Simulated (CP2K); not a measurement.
Runs of CP2K 2026.2 on ZnS (Wurtzite-4H). It takes space group P6_3mc (No. 186, hexagonal). Conventional cell: a = 3.823 Å, b = 3.823 Å, c = 12.520 Å, α = 90.00°, β = 90.00°, γ = 120.00°. Zn (site symmetry 3m) has 4 S at 2.34 to 2.35 Å as nearest neighbours. Zn (site symmetry 3m) has 4 S at 2.34 to 2.35 Å as nearest neighbours. S (site symmetry 3m) is surrounded by 4 Zn at 2.34 to 2.35 Å. S (site symmetry 3m) has 4 Zn at 2.34 to 2.35 Å as nearest neighbours. 

| task | level | potentials or basis | cell | smearing | EPS_DEFAULT | k points reduced by the point group | MIXING BETA (1/bohr) | NGRIDS | REL_CUTOFF (Ry) | gap on the mesh (eV) | pressure (GPa) |
| --- | --- | --- | --- | --- | --- | --- | --- | --- | --- | --- | --- |
| band structure | PBE | GTH_POTENTIALS Zn GTH-PBE-q12, S GTH-PBE-q6; SZV-MOLOPT-SR-GTH basis | as given | fermi-dirac 0.05 eV | 1.0E-9 | yes | 1.5 | 4 | 60 | 2.10 | (b) |
| relaxation of cell and atoms | BLYP+D3(BJ) | GTH_POTENTIALS Zn GTH-BLYP-q12, S GTH-BLYP-q6; TZVP-MOLOPT-PBE-GTH basis | relaxed | fermi-dirac 0.05 eV | 1.0E-10 | - | 1.5 1/bohr | 5 | 60 Ry | 2.10 | 0.0 |
| band structure | PBE | POTENTIAL_UZH Zn GTH-PBE-q12, S GTH-PBE-q6; TZVP-MOLOPT-PBE-GTH basis | as given | fermi-dirac 0.05 eV | 1.0E-10 | yes | 1.5 1/bohr | 4 | 60 Ry | 2.09 | 1.8 |
| band structure | revPBE | POTENTIAL_UZH Zn GTH-PBE-q12, S GTH-PBE-q6; TZVP-MOLOPT-PBE-GTH basis | as given | fermi-dirac 0.05 eV | 1.0E-10 | yes | 1.5 1/bohr | 5 | 60 Ry | (a) | 3.3 |
| single point | PBE | POTENTIAL_UZH Zn GTH-PBE-q12, S GTH-PBE-q6; TZVP-MOLOPT-PBE-GTH basis | as given | gaussian 0.014 eV | 1.0E-10 | yes | 1.5 1/bohr | 4 | 60 Ry | 2.09 | 1.8 |
| band structure | BLYP | GTH_POTENTIALS Zn GTH-BLYP-q12, S GTH-BLYP-q6; TZVP-MOLOPT-PBE-GTH basis | as given | fermi-dirac 0.05 eV | 1.0E-10 | yes | 1.5 1/bohr | 5 | 60 Ry | 2.06 | 5.3 |

Alike in all rows: no spin polarisation; k mesh 8 × 8 × 3.

Q: Fill in the values left out.

A: (a) 2.20; (b) -0.9.

Caveats: the basis of atomic orbitals isn't converged, which shifts pressures, moduli and gaps; the potentials were made for another functional, which shifts forces and pressure (some runs); an odd mesh through Γ misses points on the zone boundary, where band edges often lie (some runs); a minimal basis gives rough bond lengths, pressures and levels (some runs); the printed path begins after the first move (some runs).

Not every run made on this cell is shown here.
